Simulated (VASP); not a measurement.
# NaI: relaxation of cell and atoms with PBE

NaI:

```
I Na
1.0
     0.00000    3.23640    3.23640
     3.23640    0.00000    3.23640
     3.23640    3.23640    0.00000
I Na
1 1
Direct
  0.50000 0.50000 0.50000
  0.00000 0.00000 0.00000
```

| Quantity | Value |
| --- | --- |
| Program | VASP 6.6.1 |
| Task | relaxation of cell and atoms |
| Functional | PBE |
| Potentials or basis | VASP PAW PBE potentials, release 64 (I_GW, Na_sv_GW) |
| Cutoff | 680 eV |
| k mesh | 7 × 7 × 7 |
| Occupations | fermi-dirac, width 0.05 eV |
| Spin | no spin polarisation |
| Further INCAR settings | ALGO = Fast; EDIFF = 1e-06; IBRION = 2; EDIFFG = -0.01; NSW = 40; ISIF = 3 |

| Property | Result |
| --- | --- |
| Relaxed volume | 34.46 Å³/atom |
| Relaxed cell | a = 4.602 Å, b = 4.602 Å, c = 4.602 Å, α = 60.00°, β = 60.00°, γ = 60.00° |
| Space group after relaxing (to 0.05 Å) | Fm-3m (No. 225) |
| Energy gained by relaxing | 0.7 meV/atom |
| Ionic steps | 4 |
| Pressure after relaxing | 0.0 GPa |
| Band gap on the k mesh | 3.59 eV, direct |

The path:
```csv
step,energy change (eV),largest force (eV/Å),pressure (GPa),volume (Å³)
1,0.0000,0.0000,0.33,67.80
2,-0.0011,0.0000,0.17,68.48
3,-0.0014,0.0000,-0.06,69.10
4,-0.0014,0.0000,-0.01,68.93
```

Final structure:
```xyz
2
Lattice="0.0000 3.2543 3.2543 3.2543 0.0000 3.2543 3.2543 3.2543 0.0000" Properties=species:S:1:pos:R:3 pbc="T T T"
I     3.2543    3.2543    3.2543
Na    0.0000    0.0000    0.0000
```

Levels at points of the mesh, in eV from the valence-band top:
| k point | band 6 | band 7 | band 8 | band 9 | band 10 | band 11 |
| --- | --- | --- | --- | --- | --- | --- |
| (0.00, 0.00, 0.00) | 0.00 | 0.00 | 0.00 | 3.59 | 7.96 | 7.96 |

Run time: 43 s on 1 thread of Intel(R) Xeon(R) 6975P-C (Granite Rapids), with other jobs on the host, peak memory 0.26 GiB.

Caveat: spin-orbit coupling is left out, which moves the levels of the heavy elements. Zero-point motion and thermal expansion aren't in these numbers.
